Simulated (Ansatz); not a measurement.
# Si (I4_1/amd) in Ansatz: notebook

One crystal, Si, is run at these levels: BLYP, PBE; tasks: relaxation of cell and atoms, single point.

Program: Ansatz 0.2.0. These are calculated values, not measurements. Logs are shortened: lines on timing, memory, paths and dates and some standing lists are left out, and cuts for length are marked.

**1. The crystal as given**

It takes space group I4_1/amd (No. 141, tetragonal). The conventional cell has a = 4.743 Å, b = 4.743 Å, c = 2.659 Å, α = 90.00°, β = 90.00°, γ = 90.00°. Si (site symmetry -4m2) is surrounded by 6 Si at 2.46 to 2.66 Å.

This isn't the form of Si at room conditions, which is diamond.

**2. Relaxation of cell and atoms, BLYP**

The input, input.yaml:

```yaml
crystal:
  lattice:
    - [-2.3713723045, 2.3713723045, 1.3292653899]
    - [2.3713723045, -2.3713723045, 1.3292653899]
    - [2.3713723045, 2.3713723045, -1.3292653899]
  atoms:
    - { symbol: Si, position: [0.5, 0.5, 0.0] }
    - { symbol: Si, position: [0.25, 0.75, 0.5] }
hamiltonian:
  xc: blyp
  pseudopotentials: { kind: paw }
kpoints:
  mp_grid: { grid: [11, 11, 11] }
scf:
  occupations: { method: fermi_dirac, width: 0.05 }
output:
  forces: true
  stress: true
  eigenvalues: true
relax:
  f_tol: 0.01
  max_steps: 40
  cell: { stress_tol: 0.05 }
```

Potentials or basis: Ansatz PAW.

Started as:

```bash
> ansatz run input.yaml --threads 2 --pin off --max-ram 5632MiB --backend cpu --events-out ev --progress --plain --runs-dir out
```

What it wrote:

```text
Warning: RAYON_NUM_THREADS=2 ignored (pool sized by the plan → 2); use --threads N
Engine: ansatz 0.2.0, x86_64-unknown-linux-gnu
Pseudopotentials: kind: paw
Pseudopotential: Si, paw, valence charge 4, recommended cutoff 420 eV (normal), Si.paw.azcp
Functional definition: BLYP
  parameter beta = 0.0042
  parameter a = 0.04918
  parameter b = 0.132
  parameter c = 0.2533
  parameter d = 0.349
  exchange = b88_x(beta = beta)
  correlation = lyp_c(a = a, b = b, c = c, d = d)
Crystal: 2 atoms, lattice volume = 29.900 Å³
Basis set: ecut = 420 eV, 581 PW (Γ), exchange–correlation on 50×50×50 points (8 copies of the dense FFT grid, shifted against one another)
Bands: 8, of which v1, the nominal top of the filled ones, is band 4 counted from 1 (3 counted from 0)
Symmetry: 16 space group operations
Space group: I41/amd (ITA 141), of the structure as read, at distance tolerance 3.1e-5 Å
k-points: 126 of 1331
Non-local potential: Si, projectors of the file, l = 0: 2, l = 1: 2, l = 2: 2
PAW form: soft (Blöchl's): semilocal exchange-correlation on the pseudo side does not see the compensation charge
PAW frozen core: Si, regenerated for the run's functional, and the local potential with it (the file was generated under x = pbe(κ = 0.804, μ = 0.2195149727645171), c = pbe(β = 0.06672455060314922))
PAW one-centre angular grid: Si, 110 points (default); XC on 64 Gauss nodes
Initial density: superposition of atomic densities (neutral atoms: chi_scale 0, normalization atom), corrected by the library's trained network
Initial wavefunctions: pseudopotential atomic-orbital guess
Functional: x = b88, c = lyp
SCF iter   1: F=—  HF=-1277.653389 eV  |F-HF|=—  |Δ(HF+E_count)|=         —  Δρ=9.03e-3  dr2=2.86e-2  ethr=1.77e-3  ⟨swp⟩=5.2  Hψ=8334  notcnv=0
preconditioner: auto → none  [metal: Δε(μ)=0.070 eV  Ē_g=10.200 eV  σ=0.050 eV  W_gap=0.32  n_scr=4 (ndim 8)  ℏωp=19.2 eV  f_vac=0.000  D(μ)=0.84/eV (n_scr^D=4)  sad-step TF]
SCF iter   2: F=—  HF=-1277.647415 eV  |F-HF|=—  |Δ(HF+E_count)|=   5.97e-3  Δρ=5.73e-3  dr2=1.17e-2  ethr=3.57e-4  ⟨swp⟩=1.0  Hψ=2016  notcnv=0
SCF iter   3: F=—  HF=-1277.643897 eV  |F-HF|=—  |Δ(HF+E_count)|=   3.52e-3  Δρ=3.08e-4  dr2=2.32e-5  ethr=1.46e-4  ⟨swp⟩=3.0  Hψ=1986  notcnv=0
SCF iter   4: F=—  HF=-1277.643904 eV  |F-HF|=—  |Δ(HF+E_count)|=   6.91e-6  Δρ=4.84e-5  dr2=7.05e-7  ethr=2.90e-7  ⟨swp⟩=2.0  Hψ=1514  notcnv=0
iter 5 did not close the SCF: its close was put off for the readings that it lacked (scf_convergence_deferred on its scf_iter line)
SCF iter   5: F=-1277.643904 eV  HF=-1277.643904 eV  |F-HF|=1.69e-8  |Δ(HF+E_count)|=   1.59e-7  Δρ=7.90e-6  dr2=8.06e-9  ethr=8.81e-9  ⟨swp⟩=2.0  Hψ=1469  notcnv=0
SCF iter   6: F=-1277.643904 eV  HF=-1277.643904 eV  |F-HF|=2.52e-10  |Δ(HF+E_count)|=   1.93e-8  Δρ=9.39e-7  dr2=1.10e-10  ethr=1.01e-10  ⟨swp⟩=2.1  Hψ=3606  notcnv=0
the search or the solves at the SCF's close seem to have found levels that the self-consistency loop had missed (the run counts 1). By its estimate they hold under 1e-12 electrons; where the run keeps them, the occupations were computed again with them
SCF 1 converged in 6 iterations: F = -1277.643904 eV  dr2 = 1.10e-10
relax step   1: F+E_penalty+E_count = -1277.64390373 eV  Δ(F+E_penalty+E_count) = +0.000e0 eV  max|allowed force component| = 6.939e-18 eV/Å  Δτ_max = 0.0000 Å  P = +10.255 GPa  Ω = 29.900 Å³  (6 SCF iters, dr2 threshold 1.00e-7 eV, accepted)
Crystal: 2 atoms, lattice volume = 32.130 Å³
Basis set: ecut = 420 eV, 633 PW (Γ), exchange–correlation on 50×50×50 points (8 copies of the dense FFT grid, shifted against one another)
Initial density: handed on by an earlier stage of this run
Initial wavefunctions: those handed on with the density
iter 1 solved again at ethr=2.07e-5 eV; its pass at ethr=3.10e-3 eV (dr2=1.66e-3 eV) is discarded
SCF iter   1: F=—  HF=-1277.729316 eV  |F-HF|=—  |Δ(HF+E_count)|=         —  Δρ=2.67e-3  dr2=1.63e-3  ethr=2.07e-5  ⟨swp⟩=1.1  Hψ=9699  notcnv=0
preconditioner: auto → none  [metal: Δε(μ)=0.087 eV  Ē_g=9.733 eV  σ=0.050 eV  W_gap=0.36  n_scr=4 (ndim 8)  ℏωp=18.5 eV  f_vac=0.000  D(μ)=0.77/eV (n_scr^D=4)]
SCF iter   2: F=—  HF=-1277.729514 eV  |F-HF|=—  |Δ(HF+E_count)|=   1.98e-4  Δρ=1.42e-3  dr2=4.48e-4  ethr=2.04e-5  ⟨swp⟩=1.0  Hψ=1008  notcnv=0
SCF iter   3: F=—  HF=-1277.729653 eV  |F-HF|=—  |Δ(HF+E_count)|=   1.38e-4  Δρ=5.84e-5  dr2=4.97e-7  ethr=5.61e-6  ⟨swp⟩=2.0  Hψ=1513  notcnv=0
SCF iter   4: F=—  HF=-1277.729655 eV  |F-HF|=—  |Δ(HF+E_count)|=   2.06e-6  Δρ=5.40e-6  dr2=4.79e-9  ethr=2.50e-9  ⟨swp⟩=5.7  Hψ=5490  notcnv=0
SCF iter   5: F=-1277.729655 eV  HF=-1277.729655 eV  |F-HF|=6.50e-11  |Δ(HF+E_count)|=   5.89e-9  Δρ=4.39e-7  dr2=2.88e-11  ethr=5.99e-11  ⟨swp⟩=1.0  Hψ=3034  notcnv=0
SCF 2 converged in 5 iterations: F = -1277.729655 eV  dr2 = 2.88e-11
relax step   2: F+E_penalty+E_count = -1277.72965485 eV  Δ(F+E_penalty+E_count) = -8.575e-2 eV  max|allowed force component| = 6.939e-18 eV/Å  Δτ_max = 0.0000 Å  P = +2.623 GPa  Ω = 32.130 Å³  energy of the carried Pulay correction = -4.501e-4 eV  (5 SCF iters, dr2 threshold 2.00e-7 eV, accepted)
[... 47 lines left out ...]
SCF iter   4: F=-1277.742215 eV  HF=-1277.742215 eV  |F-HF|=1.49e-10  |Δ(HF+E_count)|=   2.33e-7  Δρ=3.37e-6  dr2=2.88e-9  ethr=2.50e-9  ⟨swp⟩=5.1  Hψ=5252  notcnv=0
SCF 7 converged in 4 iterations: F = -1277.742215 eV  dr2 = 2.88e-9
relax step   7: F+E_penalty+E_count = -1277.74221485 eV  Δ(F+E_penalty+E_count) = -6.836e-4 eV  max|allowed force component| = 2.776e-17 eV/Å  Δτ_max = 0.0000 Å  P = +0.035 GPa  Ω = 33.377 Å³  energy of the carried Pulay correction = -7.293e-4 eV  (4 SCF iters, dr2 threshold 2.00e-7 eV, accepted)
Crystal: 2 atoms, lattice volume = 33.385 Å³
iter 1 solved again at ethr=3.18e-8 eV; its pass at ethr=3.10e-3 eV (dr2=2.54e-6 eV) is discarded
SCF iter   1: F=—  HF=-1277.742225 eV  |F-HF|=—  |Δ(HF+E_count)|=         —  Δρ=9.12e-5  dr2=3.07e-6  ethr=3.18e-8  ⟨swp⟩=2.5  Hψ=8707  notcnv=0
preconditioner: auto → none  [metal: Δε(μ)=0.008 eV  Ē_g=9.503 eV  σ=0.050 eV  W_gap=0.04  n_scr=4 (ndim 8)  ℏωp=18.2 eV  f_vac=0.000  D(μ)=0.87/eV (n_scr^D=4)]
SCF iter   2: F=—  HF=-1277.742224 eV  |F-HF|=—  |Δ(HF+E_count)|=   5.97e-7  Δρ=3.52e-5  dr2=4.22e-7  ethr=3.18e-8  ⟨swp⟩=1.0  Hψ=1012  notcnv=0
SCF iter   3: F=-1277.742224 eV  HF=-1277.742224 eV  |F-HF|=1.64e-9  |Δ(HF+E_count)|=   9.65e-8  Δρ=3.22e-6  dr2=1.54e-9  ethr=1.16e-10  ⟨swp⟩=3.5  Hψ=3947  notcnv=0
SCF 8 converged in 3 iterations: F = -1277.742224 eV  dr2 = 1.54e-9
relax step   8: F+E_penalty+E_count = -1277.74222396 eV  Δ(F+E_penalty+E_count) = -9.111e-6 eV  max|allowed force component| = 4.510e-17 eV/Å  Δτ_max = 0.0000 Å  P = -0.000 GPa  Ω = 33.385 Å³  energy of the carried Pulay correction = -7.295e-4 eV  (3 SCF iters, dr2 threshold 9.29e-9 eV, accepted)
Initial wavefunctions: pseudopotential atomic-orbital guess (no wavefunctions were taken with the density)
iter 1 solved again at ethr=5.55e-8 eV; its pass at ethr=3.10e-3 eV (dr2=4.44e-6 eV) is discarded
SCF iter   1: F=—  HF=-1277.743929 eV  |F-HF|=—  |Δ(HF+E_count)|=         —  Δρ=1.29e-4  dr2=5.02e-7  ethr=5.55e-8  ⟨swp⟩=3.1  Hψ=11490  notcnv=0
SCF iter   2: F=—  HF=-1277.743940 eV  |F-HF|=—  |Δ(HF+E_count)|=   1.13e-5  Δρ=6.71e-5  dr2=1.33e-7  ethr=6.27e-9  ⟨swp⟩=2.0  Hψ=1516  notcnv=0
SCF iter   3: F=—  HF=-1277.743945 eV  |F-HF|=—  |Δ(HF+E_count)|=   4.55e-6  Δρ=2.06e-6  dr2=2.72e-10  ethr=1.66e-9  ⟨swp⟩=2.0  Hψ=1533  notcnv=0
SCF iter   4: F=-1277.743945 eV  HF=-1277.743945 eV  |F-HF|=3.16e-11  |Δ(HF+E_count)|=   3.47e-9  Δρ=2.35e-7  dr2=4.09e-12  ethr=1.00e-12  ⟨swp⟩=6.3  Hψ=4537  notcnv=0
SCF 9 converged in 4 iterations: F = -1277.743945 eV  dr2 = 4.09e-12
relax step   9: F+E_penalty+E_count = -1277.74394451 eV  Δ(F+E_penalty+E_count) = -1.721e-3 eV  max|allowed force component| = 4.510e-17 eV/Å  Δτ_max = 0.0000 Å  P = +0.069 GPa  Ω = 33.385 Å³  stress off target by 1.10e-1 GPa  SCF on the basis re-selected at this cell (its energy is not comparable with the rows above)  (4 SCF iters)
basis re-selected at this cell: Δ(F+E_penalty+E_count) = -1.721e-3 eV, ΔP = +0.069 GPa vs the last step (what re-selecting the basis moved, of the pressure what is left beyond the Pulay correction that the steps carried, after the strain that the cell walked since its last selection, with what the two solves' SCF thresholds leave and, on support functions, any second-order correction that the steps lacked; it is no measure of the basis error at this ecutwfc). This SCF's stress stands 1.10e-1 GPa from its target on what of the cell is left free (relax.cell.stress_tol is 5.00e-2 GPa) and its largest allowed force component is 4.51e-17 eV/Å (relax.f_tol is 1.00e-2 eV/Å): not within both, so this SCF does not close the relaxation
Crystal: 2 atoms, lattice volume = 33.428 Å³
iter 1 solved again at ethr=5.94e-8 eV; its pass at ethr=3.10e-3 eV (dr2=4.75e-6 eV) is discarded
SCF iter   1: F=—  HF=-1277.743956 eV  |F-HF|=—  |Δ(HF+E_count)|=         —  Δρ=1.23e-4  dr2=5.84e-6  ethr=5.94e-8  ⟨swp⟩=2.4  Hψ=8803  notcnv=0
preconditioner: auto → none  [metal: Δε(μ)=0.014 eV  Ē_g=9.499 eV  σ=0.050 eV  W_gap=0.07  n_scr=4 (ndim 8)  ℏωp=18.2 eV  f_vac=0.000  D(μ)=0.88/eV (n_scr^D=4)]
SCF iter   2: F=—  HF=-1277.743955 eV  |F-HF|=—  |Δ(HF+E_count)|=   9.02e-7  Δρ=4.84e-5  dr2=8.42e-7  ethr=5.94e-8  ⟨swp⟩=1.0  Hψ=1008  notcnv=0
SCF iter   3: F=-1277.743955 eV  HF=-1277.743955 eV  |F-HF|=9.43e-9  |Δ(HF+E_count)|=   3.66e-8  Δρ=5.80e-6  dr2=5.28e-9  ethr=3.75e-10  ⟨swp⟩=3.0  Hψ=3963  notcnv=0
SCF 10 converged in 3 iterations: F = -1277.743955 eV  dr2 = 5.28e-9
relax step  10: F+E_penalty+E_count = -1277.74395463 eV  Δ(F+E_penalty+E_count) = -1.012e-5 eV  max|allowed force component| = 2.776e-17 eV/Å  Δτ_max = 0.0000 Å  P = +0.001 GPa  Ω = 33.428 Å³  energy of the carried Pulay correction = -1.024e-5 eV  (3 SCF iters, dr2 threshold 3.00e-8 eV, accepted)
iter 1 solved again at ethr=4.19e-8 eV; its pass at ethr=3.10e-3 eV (dr2=3.35e-6 eV) is discarded
SCF iter   1: F=—  HF=-1277.743963 eV  |F-HF|=—  |Δ(HF+E_count)|=         —  Δρ=5.98e-6  dr2=5.35e-9  ethr=4.19e-8  ⟨swp⟩=3.1  Hψ=11505  notcnv=0
preconditioner: auto → none  [metal: Δε(μ)=0.015 eV  Ē_g=9.499 eV  σ=0.050 eV  W_gap=0.07  n_scr=4 (ndim 8)  ℏωp=18.2 eV  f_vac=0.000  D(μ)=0.88/eV (n_scr^D=4)]
SCF iter   2: F=—  HF=-1277.743964 eV  |F-HF|=—  |Δ(HF+E_count)|=   9.99e-7  Δρ=3.31e-6  dr2=1.62e-9  ethr=6.69e-11  ⟨swp⟩=2.4  Hψ=1521  notcnv=0
SCF iter   3: F=-1277.743964 eV  HF=-1277.743964 eV  |F-HF|=9.09e-13  |Δ(HF+E_count)|=   4.06e-9  Δρ=9.21e-8  dr2=1.53e-12  ethr=1.00e-12  ⟨swp⟩=4.7  Hψ=5170  notcnv=0
SCF 11 converged in 3 iterations: F = -1277.743964 eV  dr2 = 1.53e-12
relax step  11: F+E_penalty+E_count = -1277.74396386 eV  Δ(F+E_penalty+E_count) = -9.224e-6 eV  max|allowed force component| = 3.123e-17 eV/Å  Δτ_max = 0.0000 Å  P = +0.001 GPa  Ω = 33.428 Å³  stress off target by 9.90e-3 GPa  SCF on the basis re-selected at this cell (its energy is not comparable with the rows above)  (3 SCF iters)
basis re-selected at this cell: Δ(F+E_penalty+E_count) = -9.224e-6 eV, ΔP = +0.000 GPa vs the last step (what re-selecting the basis moved, of the pressure what is left beyond the Pulay correction that the steps carried, after the strain that the cell walked since its last selection, with what the two solves' SCF thresholds leave and, on support functions, any second-order correction that the steps lacked; it is no measure of the basis error at this ecutwfc). This SCF's stress stands 9.90e-3 GPa from its target on what of the cell is left free (relax.cell.stress_tol is 5.00e-2 GPa) and its largest allowed force component is 3.12e-17 eV/Å (relax.f_tol is 1.00e-2 eV/Å): within both
SCF converged after 3 iterations
Free energy (F): -1277.743964 eV
Harris-Foulkes:  -1277.743964 eV  (|F-HF|=9.09e-13)
Internal energy: -1277.737018 eV  (E = F + TS)
E sigma→0 (E₀):  -1277.740491 eV
Entropy (-TS):   -0.006946 eV (-3.473 meV/atom)
Fermi energy:    8.951000 eV
--- Per-component energies (eV) ---
  E_band       = 30.489183
  E_kinetic    = 79.976716
  E_local      = -15.006050  (includes V_loc(G=0)·N_el)
  E_nonlocal   = 53.272410
  E_hartree    = 3.623980
  E_xc         = -107.992343
  E_vxc        = -90.105077  (∫ρ·V_xc dr)
  E_paw        = -1034.455435  (= ΣΔE_a)
  E_vpaw       = -4.896789  (= ΣTr[D̂ρ^β])
  E_aug_tail   = 0.000013  (compensation charges beyond the density's cutoff)
  E_ewald      = -257.185204
  E_core_change = 0.028896  (= ΣΔE_core)
  E_smearing   = -0.006946  (= −TS)
  E_closure    = -0.000000  (closes the sum)
  Σ components = -1277.743964   (vs F -1277.743964, Δ=0.00e0)
--- Forces (eV/Å), atoms counted from 1 ---
  atom   1  Si    -0.00000000     0.00000000    -0.00000000
  atom   2  Si     0.00000000    -0.00000000     0.00000000
  max |Σ_I F_I| component: 1.39e-17 eV/Å
--- Stress (GPa, compression-positive) ---
       -0.002785       0.000000       0.000000
        0.000000      -0.002785      -0.000000
        0.000000      -0.000000       0.009905
  P = ⅓ Tr σ = 0.0014 GPa (0.014 kbar)
--- Band table (eV; the first three rows and the last of 126) ---
  k-point 0: bands = ["-3.9501", "6.9927", "6.9927", "7.4290", "11.5117", "15.0831", "15.8860", "17.2303"]
  k-point 1: bands = ["-3.8491", "5.5756", "7.0815", "8.5079", "12.0967", "14.5505", "15.7992", "16.9526"]
  k-point 2: bands = ["-3.5465", "3.9144", "7.3471", "9.3345", "13.4838", "13.6462", "15.5966", "16.1397"]
  k-point 125: bands = ["0.8095", "1.3291", "3.0684", "3.5795", "12.9921", "13.0034", "20.6180", "20.7890"]
--- Relaxed structure (9 steps of the walk, 9 accepted, 2 SCFs on fresh bases) ---
  F+E_penalty+E_count = -1277.74396386 eV   max|allowed force component| = 3.123e-17 eV/Å   (the final SCF, on the basis selected at the relaxed cell)
  cell:  # Å, volume = 33.4280 Å³
    - [-2.4132867217171596, 2.4132867217171596, 1.4349365100600444]
    - [2.4132867217171596, -2.4132867217171596, 1.4349365100600444]
    - [2.4132867217171596, 2.4132867217171596, -1.4349365100600444]
  atoms:
    - { symbol: Si, position: [0.5, 0.5, -1.5151853742567988e-34] }
    - { symbol: Si, position: [0.24999999999999994, 0.75, 0.49999999999999994] }
```

Wall time 4.1 s (2 threads of AMD EPYC 9R45 (Zen 5), shared host); peak memory 0.4 GiB.

Results:

- Free energy: -1277.7440 eV
- Relaxed volume: 16.71 Å³/atom
- Relaxed cell: a = 3.702 Å, b = 3.702 Å, c = 3.702 Å, α = 98.64°, β = 98.64°, γ = 134.39°
- Space group after relaxing (to 0.05 Å): I4_1/amd (No. 141)
- Energy gained by relaxing: 50.0 meV/atom
- Ionic steps: 11
- Pressure after relaxing: 0.0 GPa
- Band gap on the k mesh: none (metal or under the smearing width)

Step by step:
| step | energy change (eV) | largest force (eV/Å) | volume (Å³) |
| --- | --- | --- | --- |
| 1 | 0.0000 | 0.0000 | 29.90 |
| 2 | -0.0858 | 0.0000 | 32.13 |
| 3 | -0.0942 | 0.0000 | 33.00 |
| 4 | -0.0951 | 0.0000 | 33.24 |
| 5 | -0.0959 | 0.0000 | 33.97 |
| 6 | -0.0976 | 0.0000 | 33.56 |
| 7 | -0.0983 | 0.0000 | 33.38 |
| 8 | -0.0983 | 0.0000 | 33.38 |
| 9 | -0.1000 | 0.0000 | 33.38 |
| 10 | -0.1001 | 0.0000 | 33.43 |
| 11 | -0.1001 | 0.0000 | 33.43 |

Final structure:
```
CELL_PARAMETERS angstrom
-2.41329 2.41329 1.43494
2.41329 -2.41329 1.43494
2.41329 2.41329 -1.43494
ATOMIC_POSITIONS crystal
Si 0.50000 0.50000 0.00000
Si 0.25000 0.75000 0.50000
```

Levels at points of the mesh, in eV from the Fermi level:
```csv
k point,band 1,band 2,band 3,band 4,band 5,band 6,band 7,band 8
"(0.00, 0.00, 0.00)",-12.90,-1.96,-1.96,-1.52,2.56,6.13,6.94,8.28
```

Caveat: the plane-wave basis is chosen anew once the cell has moved, so the energies of steps on either side of that aren't comparable; the PAW data sets come from PBE, with cores solved anew for the run's functional, which leaves a small shift of forces and pressure.

[end of part 1 of 2]
